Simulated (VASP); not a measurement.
Here is a VASP 6.6.1 calculation.

Contents of INCAR:

```
PREC = Accurate
ENCUT = 520
EDIFF = 1E-6
ISMEAR = -1
SIGMA = 0.02
LREAL = Auto
LASPH = T
NELM = 60
ALGO = Fast
ISIF = 2
LWAVE = F
LCHARG = F
GGA = PE
IVDW = 12
NBANDS = 66
```

Contents of KPOINTS:

```
Automatic mesh
0
Gamma
  1 1 1
```

File POSCAR:

```
H4CO
1.0
    7.3803230000      0.0000000000      0.0000000000
    0.0000000000      7.3803230000      0.0000000000
    0.0000000000      0.0000000000      7.3803230000
C O H
6 6 24
Direct
    0.6191141000      0.5114276000      0.2355490000
    0.7051602000      0.3876779000      0.6395191000
    0.2992358000      0.5515914000      0.5001651000
    0.2907383000      0.0719903000      0.6719090000
    0.1676408000      0.2250740000      0.0464446000
    0.8572498000      0.9015960000      0.3911326000
    0.7932417000      0.5038887000      0.1531152000
    0.6706002000      0.2267237000      0.7398780000
    0.1172322000      0.5033923000      0.5416873000
    0.1986573000     -0.0851330000      0.7352015000
    0.2825968000      0.0753287000      0.0856115000
    0.9131444000      1.0857262000      0.3791153000
    0.6159866000      0.6362516000      0.3143089000
    0.7984094000      0.3933066000      0.0822710000
    0.5094723000      0.5160934000      0.1353512000
    0.5952329000      0.3970711000      0.3273912000
    0.5749979000      0.4313688000      0.5852711000
    0.7853269000      0.1858360000      0.7892744000
    0.7597452000      0.4965588000      0.7246549000
    0.7981914000      0.3644345000      0.5259954000
    0.2920396000      0.6486988000      0.3892041000
    0.1210931000      0.4167811000      0.6404679000
    0.3680422000      0.6161427000      0.6149758000
    0.3796833000      0.4348726000      0.4555826000
    0.1867310000      0.1623814000      0.6189386000
    0.2894424000     -0.1673010000      0.7829564000
    0.3634615000      0.1423681000      0.7807253000
    0.3864743000      0.0410005000      0.5625612000
    0.0779982000      0.1810941000     -0.0622933000
    0.3635211000      0.1121905000      0.1823921000
    0.0844886000      0.2643429000      0.1631766000
    0.2437474000      0.3438510000     -0.0002727000
    0.9800817000      0.8223209000      0.4116688000
    0.8051996000      1.1584279000      0.3607736000
    0.7659690000      0.8777801000      0.5059511000
    0.7909884000      0.8545711000      0.2667108000
```

Potentials or basis: VASP PAW PBE potentials, release 64 (C, O, H).

Launch:

```sh
$ cat potpaw_PBE.64/C/POTCAR potpaw_PBE.64/O/POTCAR potpaw_PBE.64/H/POTCAR > POTCAR
$ mpirun -np 1 vasp_gam > vasp.out
```

(1) Predict the pressure.

(2) Estimate the largest force.

Answers

(1) 1.5 GPa.

(2) 0.550 eV/Å.
